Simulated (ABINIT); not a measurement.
Set up this calculation in ABINIT 10.8.3 (patched build), as the native input.

```
Task                : single point
Functional          : PBE
Potentials or basis : JTH PAW PBE v2.0
Cutoff              : 408 eV
k mesh              : 9 × 9 × 2
Occupations         : fermi-dirac, width 0.05 eV
Spin                : no spin polarisation
Fine-grid cutoff    : 816.342 eV
```

Crystal: Te2Mo.

```
Te Mo
1.0
     3.51820    0.00000    0.00000
    -1.75910    3.04685    0.00000
     0.00000    0.00000   13.97360
Te Mo
4 2
Direct
  0.66667 0.33333 0.37900
  0.33333 0.66667 0.87900
  0.66667 0.33333 0.12100
  0.33333 0.66667 0.62100
  0.66667 0.33333 0.75000
  0.33333 0.66667 0.25000
```

One way to write it, as run:

run.abi

```
pp_dirpath "./"
pseudos "Te.GGA_PBE-JTH.xml, Mo.GGA_PBE-JTH.xml"

acell 3*1.0 Angstrom
rprim
     3.5182000000     0.0000000000     0.0000000000
    -1.7591000000     3.0468505756     0.0000000000
     0.0000000000     0.0000000000    13.9736000000
ntypat 2
znucl 52 42
natom 6
typat 1 1 1 1 2 2
xred
     0.6666666667     0.3333333333     0.3790000000
     0.3333333333     0.6666666667     0.8790000000
     0.6666666667     0.3333333333     0.1210000000
     0.3333333333     0.6666666667     0.6210000000
     0.6666666667     0.3333333333     0.7500000000
     0.3333333333     0.6666666667     0.2500000000

ecut 15.0
pawecutdg 30.0
pawxcdev 0

kptopt 1
ngkpt 9 9 2
nshiftk 1
shiftk 0.0 0.0 0.0

ixc 11

nband 32
occopt 3
tsmear 0.00183747

nstep 100
tolvrs 1.0e-9

iomode 3
prtwf 0
prtden 0
prteig 0
prtebands 0
enunit 2
prtvol 2
```

Potentials or basis: JTH PAW PBE v2.0.

The run is started by

```console
$ abinit run.abi > log 2>&1
```

Results of the run:

The pressure is 3.8 GPa, the largest force is 0.299 eV/Å and the band gap on the k mesh is 0.74 eV, indirect (least direct gap 1.04 eV). The valence electrons inside the program's atomic spheres are Te 3.17, 3.16; Mo 11.26.

Caveat: spin-orbit coupling is left out, which moves the levels of the heavy elements; an odd mesh through Γ misses points on the zone boundary, where band edges often lie; this functional lacks dispersion, which binds the layers, so the pressure and a relaxed spacing across them are unreliable.

Run time: 64 s on 1 thread of Intel(R) Xeon(R) 6975P-C (Granite Rapids), on a shared host, peak memory 0.19 GiB.
